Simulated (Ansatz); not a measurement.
# MnO: response to strain

MnO is deformed so: equal xy, yz and zx engineering shear strains of -2 %. What stress and forces result, by LAPW, PAW and all-electron datasets made for the crystal?

Computed with Ansatz 0.2.0 (DFT PBE, scalar-relativistic, unless a step's input says otherwise).

### 1 The system as given

It takes space group Fm-3m (No. 225, cubic). Conventional cell: a = 4.444 Å, b = 4.444 Å, c = 4.444 Å, α = 90.00°, β = 90.00°, γ = 90.00°. Around Mn (site symmetry m-3m) lie 6 O at 2.22 Å. O (site symmetry m-3m) has 6 Mn at 2.22 Å as nearest neighbours.

Structure file:

```cif
data_structure
_symmetry_space_group_name_H-M 'Fm-3m'
_symmetry_Int_Tables_number 225
_cell_length_a 4.4440
_cell_length_b 4.4440
_cell_length_c 4.4440
_cell_angle_alpha 90.000
_cell_angle_beta 90.000
_cell_angle_gamma 90.000
_cell_volume 87.77
loop_
_atom_site_label
_atom_site_type_symbol
_atom_site_symmetry_multiplicity
_atom_site_Wyckoff_symbol
_atom_site_fract_x
_atom_site_fract_y
_atom_site_fract_z
_atom_site_occupancy
Mn1 Mn 4 a 0.00000 0.00000 0.00000 1
O1 O 4 b 0.50000 0.00000 0.00000 1
```

The file gives the conventional cell by its symmetry; the runs use the cell typed in the input.

Atoms are numbered in the order of the input: Mn1, O2.

### 2 After the deformation

Space group Fm-3m before, R-3m after.

### 3 Full-potential LAPW

input.yaml

```yaml
crystal:
  lattice:
    - [-0.04444, 2.19978, 2.19978]
    - [2.19978, -0.04444, 2.19978]
    - [2.19978, 2.19978, -0.04444]
  atoms:
    - { symbol: Mn, position: [0.0, 0.0, 0.0], spin: 4.0 }
    - { symbol: O, position: [0.5, 0.5, 0.5] }
magnetization:
  spin_polarized: true
kpoints:
  mp_grid: { grid: [16, 16, 16] }
  band_path:
    path:
      - [0.0, 0.0, 0.0]
      - [0.5, 0.5, 0.5]
      - [0.2551801333, 0.5, 0.7448198667]
      - [-0.2551801333, 0.2551801333, 0.5]
      - [0.0, 0.0, 0.5]
      - [0.0, 0.0, 0.0]
      - [-0.3775900666, 0.0, 0.3775900666]
      - [0.0, 0.3775900666, 0.6224099334]
      - [0.0, 0.5, 0.5]
    npoints: 5
scf:
  occupations: { method: fermi_dirac, width: 0.05 }
hamiltonian:
  xc: pbe
  pseudopotentials: { kind: all_electron, lapw: { basis_error: 0.00025 } }
output:
  forces: true
  stress: true
  eigenvalues: true
```

Started as:

```sh
ansatz run input.yaml --threads 1 --pin off --max-ram 3072MiB --backend cpu --events-out ev --progress --plain --runs-dir out
```

### 4 PAW on the default files

input.yaml

```yaml
crystal:
  lattice:
    - [-0.04444, 2.19978, 2.19978]
    - [2.19978, -0.04444, 2.19978]
    - [2.19978, 2.19978, -0.04444]
  atoms:
    - { symbol: Mn, position: [0.0, 0.0, 0.0], spin: 4.0 }
    - { symbol: O, position: [0.5, 0.5, 0.5] }
magnetization:
  spin_polarized: true
kpoints:
  mp_grid: { grid: [16, 16, 16] }
scf:
  occupations: { method: fermi_dirac, width: 0.05 }
hamiltonian:
  xc: pbe
  pseudopotentials: { kind: paw }
output:
  forces: true
  stress: true
  eigenvalues: true
  efg: { contact_densities: true }
```

### 5 Datasets made for this crystal

input.yaml, as its differences from that of step 4:

```diff
@@ -16,3 +16,3 @@
   xc: pbe
-  pseudopotentials: { kind: paw }
+  pseudopotentials: { kind: all_electron, datasets: crystal }
 output:
```

(Steps that only read results are left out.)

What does the calculation give? Wanted: pressure; largest shear or deviatoric stress.

As calculated:

| quantity | value |
| --- | --- |
| pressure | LAPW -0.14, PAW -0.16, crystal datasets -0.15 GPa |
| largest shear or deviatoric stress (LAPW) | 1.25 GPa |

The largest part of the stress beyond the pressure is 1.25 GPa in size; the atoms are carried along and not relaxed. No run of the undeformed cell stands beside it, so the pressure holds what the given cell had before the change. PAW: stress within 0.02 GPa of LAPW. Crystal datasets: stress within 0.01 GPa of LAPW. Other magnetic orders may lie lower; this is the state that the run reached. With one magnetic atom in the cell only ferromagnetic order fits; the real order can differ. No U acts on the open 3d shell, so the metal found here may be the functional's error.
